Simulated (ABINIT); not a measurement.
SiC (Moissanite):

```
Si C
1.0
     3.07600    0.00000    0.00000
    -1.53800    2.66389    0.00000
     0.00000    0.00000    5.04800
Si C
2 2
Direct
  0.66667 0.33333 0.50000
  0.33333 0.66667 0.00000
  0.66667 0.33333 0.88500
  0.33333 0.66667 0.38500
```

Base run:

* Program: ABINIT 10.8.3 (patched build)
* Functional: HCTH407
* Potentials or basis: JTH PAW PBE v2.0
* Cutoff: 544 eV
* k mesh: 10 × 10 × 5
* Occupations: fermi-dirac, width 0.05 eV
* Spin: no spin polarisation

Its results: band gap on the k mesh 2.89 eV, indirect (least direct gap 4.41 eV); pressure 0.3 GPa; largest force 0.735 eV/Å.

Question: The run is repeated on the same cell with these changes: functional from HCTH407 to revPBE. What comes out?

Answer: Band gap on the k mesh 2.52 eV, indirect (least direct gap 4.12 eV); pressure 5.4 GPa; largest force 0.745 eV/Å.

Caveats: the PAW data sets were made with another functional, which shifts forces and pressure a little; the mesh misses the band edges, which the band path finds closer together.
